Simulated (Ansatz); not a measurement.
# InAs: pressure up to the limit of the methods

One table from this session's results is given with a row withheld; the runs are named, their logs left out.

Computed with Ansatz 0.2.0 (DFT PBE, with the methods named in each step, unless a step's input says otherwise).

1 further run of the same task is left out (it didn't finish).

## The system as given

Symmetry: Fm-3m, No. 225, cubic system. Conventional cell: a = 5.468 Å, b = 5.468 Å, c = 5.468 Å, α = 90.00°, β = 90.00°, γ = 90.00°. Around In (site symmetry m-3m) lie 6 As at 2.73 Å. Around As (site symmetry m-3m) lie 6 In at 2.73 Å.

As a file:

```xyz
2
Lattice="0.0000 2.7339 2.7339 2.7339 0.0000 2.7339 2.7339 2.7339 0.0000" Properties=species:S:1:pos:R:3 pbc="T T T"
In    0.0000    0.0000    0.0000
As    2.7339    2.7339    2.7339
```

Whether this phase is the stable one at these pressures isn't tested.

Atoms are numbered in the order of the input: In1, As2.

The first run:

input.yaml

```yaml
crystal:
  lattice:
    - [0.0, 2.7338947002, 2.7338947002]
    - [2.7338947002, 0.0, 2.7338947002]
    - [2.7338947002, 2.7338947002, 0.0]
  atoms:
    - { symbol: In, position: [0.0, 0.0, 0.0] }
    - { symbol: As, position: [0.5, 0.5, 0.5] }
kpoints:
  mp_grid: { grid: [13, 13, 13] }
scf:
  occupations: { method: fermi_dirac, width: 0.1 }
hamiltonian:
  xc: pbe
  pseudopotentials: { kind: paw }
output:
  forces: true
  stress: true
relax:
  f_tol: 0.005
  max_steps: 40
  cell: {}
```

On the command line:

```
$ ansatz run input.yaml --threads 1 --pin off --max-ram 2048MiB --backend cpu --events-out ev --progress --plain --runs-dir out
```

Steps of the session up to this table: Cell relaxed at zero pressure, PAW; Volume scaled by 1, PAW; Volume scaled by 0.94, PAW; Volume scaled by 0.88, PAW; Volume scaled by 0.8, PAW; Volume scaled by 0.8, PAW (cutoff 800 eV); Volume scaled by 0.72, PAW; Volume scaled by 0.64, PAW; Volume scaled by 0.55, PAW; Volume scaled by 0.55, PAW (level accurate).

One table of the session follows, with a row left open; its other results are not shown here.

```
              method  volume over the first  volume (Å³/atom)  pressure (GPa)
                 PAW                      1            23.789           -0.01
                 PAW                   0.94                 ?               ?
                 PAW                   0.88            20.934           10.59
                 PAW                    0.8            19.031           23.31
                 PAW                   0.72            17.128           44.14
                 PAW                   0.64            15.225           79.18
                 PAW                   0.55            13.084          151.09
 PAW (cutoff 800 eV)                    0.8            19.031           23.28
PAW (level accurate)                   0.55            13.084          151.03
```

Estimate the missing values for PAW, 0.94.

**Answer.** volume (Å³/atom): 22.362; pressure (GPa): 4.37. In the column «volume (Å³/atom)» it lies between PAW, 0.88 (20.934) and PAW, 1 (23.789).
